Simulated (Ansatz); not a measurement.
The calculation used DFT PBE, scalar-relativistic, plane waves, PAW in Ansatz. Settings: cutoff 420 eV, Γ-centred meshes spaced at most about 0.3 Å⁻¹, and about 0.25 Å⁻¹ or finer for metals (2π included), Gaussian smearing. No spin polarisation in the final relaxations.

These are static total energies at zero pressure. All come from trial cells, and lower structures may exist.

Question: These unrelaxed guesses for Mg are each relaxed within their symmetry. Order them by the energy at which they end, lowest first.
A.

Space group P6/mmm (No. 191). a = 2.817 Å, b = 2.817 Å, c = 6.690 Å, α = 90.00°, β = 90.00°, γ = 120.00°
```json
{"atom": "Mg", "site": "2e", "symmetry": "6mm", "x": "0.0000", "y": "0.0000", "z": "0.1907"}
```

B.

Space group Immm (No. 71). a = 2.870 Å, b = 3.437 Å, c = 5.100 Å, α = 90.00°, β = 90.00°, γ = 90.00°
```
atom  site  symmetry       x       y       z
  Mg    2b       mmm  0.5000  0.0000  0.0000
```

Answer: B (ends in Fm-3m, fcc type, 0 meV/atom), A (ends in P6/mmm, simple hexagonal type, 215 meV/atom).

Cells relaxed within their symmetry can be saddle points. The part of the Crystallography Open Database at hand lists Mg in space groups No. 194, 229; no cell shown has one of them. Some structure types and database cells were kept out of the candidates from the start, so a known form may be missing.
